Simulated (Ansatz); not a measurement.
# TlBr (CsCl type): the cost of one run

Method: DFT, PBE, PAW with Ansatz's default frozen-core files, scalar-relativistic, in Ansatz 0.2.0.

2 further runs of the same task are left out: 1 for a known fault of the program, 1 that didn't finish.

## Step 1: The system as given

The structure is cubic, space group Pm-3m (No. 221). The conventional cell has a = 3.284 Å, b = 3.284 Å, c = 3.284 Å, α = 90.00°, β = 90.00°, γ = 90.00°. Tl (site symmetry m-3m) has 8 Br at 2.84 Å as nearest neighbours. Br (site symmetry m-3m) has 8 Tl at 2.84 Å as nearest neighbours.

Structure file:

```cif
data_structure
_symmetry_space_group_name_H-M 'P 1'
_symmetry_Int_Tables_number 1
_cell_length_a 3.2840
_cell_length_b 3.2840
_cell_length_c 3.2840
_cell_angle_alpha 90.000
_cell_angle_beta 90.000
_cell_angle_gamma 90.000
_cell_volume 35.42
loop_
_atom_site_label
_atom_site_type_symbol
_atom_site_fract_x
_atom_site_fract_y
_atom_site_fract_z
_atom_site_occupancy
Tl1 Tl 0.00000 0.00000 0.00000 1
Br1 Br 0.50000 0.50000 0.50000 1
```

Whether this phase is the stable one at these pressures isn't tested.

Atoms are numbered in the order of the input: Tl1, Br2.

## Step 2: Cell relaxed at zero pressure, PAW

The input, input.yaml:

```yaml
crystal:
  lattice:
    - [3.2840044227, 0.0, 0.0]
    - [0.0, 3.2840044227, 0.0]
    - [0.0, 0.0, 3.2840044227]
  atoms:
    - { symbol: Tl, position: [0.0, 0.0, 0.0] }
    - { symbol: Br, position: [0.5, 0.5, 0.5] }
kpoints:
  mp_grid: { grid: [12, 12, 12] }
scf:
  occupations: { method: fermi_dirac, width: 0.08 }
hamiltonian:
  xc: pbe
  pseudopotentials: { kind: paw }
output:
  forces: true
  stress: true
relax:
  f_tol: 0.005
  max_steps: 40
  cell: {}
```

Command:

```
$ ansatz run input.yaml --threads 1 --pin off --max-ram 2048MiB --backend cpu --events-out ev --progress --plain --runs-dir out
```

Q: Estimate wall time and peak memory on 1 thread of Arm Neoverse V1, shared host.

About 32 s, with a peak of 0.37 GiB.
